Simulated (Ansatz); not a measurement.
# ZnS and its competing phases

Level of theory: Ansatz 0.2.0, DFT PBE, scalar-relativistic, plane waves, PAW. Settings: cutoff 420 eV, Γ-centred meshes spaced at most about 0.3 Å⁻¹ (2π included), Gaussian smearing. No spin polarisation.

Formation energies are uncorrected and refer to the elements' standard structures at the same level.

Temperature and zero-point effects are left out. The reference form of S is held partly by dispersion forces, which this level lacks.

The competitors are the elements and 1 reference phase of this chemical system (from databases or known types: ZnS), relaxed at the same level; other known phases may be missing.

The candidate was reached from: a relaxed cell, shaken at random and relaxed again.

```xyz
12
Lattice="3.6459 0.0000 0.0000 -0.2737 3.8358 0.0000 -1.3131 -1.9265 17.6964" Properties=species:S:1:pos:R:3 pbc="T T T"
Zn   -1.0416   -0.4129   14.7550
Zn   -0.5163    2.2866    5.9199
Zn    3.1007    2.3221    2.9414
Zn    2.5754   -0.3774   11.7765
Zn    1.8230    0.0000    0.0000
Zn    1.0296    0.9546    8.8482
S    -1.3457    1.4596   16.1193
S    -0.5369    0.4032    7.2909
S     1.2901    2.7239    4.4352
S     0.7690   -0.8146   13.2612
S     3.4048    0.4496    1.5772
S     2.5961    1.5060   10.4055
```

**Question.** Is it stable, and against what?

**Answer.** Not the lowest form: another structure of the same formula lies lower. Its formation energy is -0.554 eV/atom. The lowest competing phase at this composition is this:

```csv
phase,space group,source,share of atoms,ΔE_f (eV/atom)
ZnS,F-43m (No. 216),COD,1.0000,-0.822
```

The candidate lies 0.27 eV/atom above this phase. The candidate matches no cell in the subsets of the Crystallography Open Database and the Materials Project at hand. A phase this far over the hull is unlikely to be made.
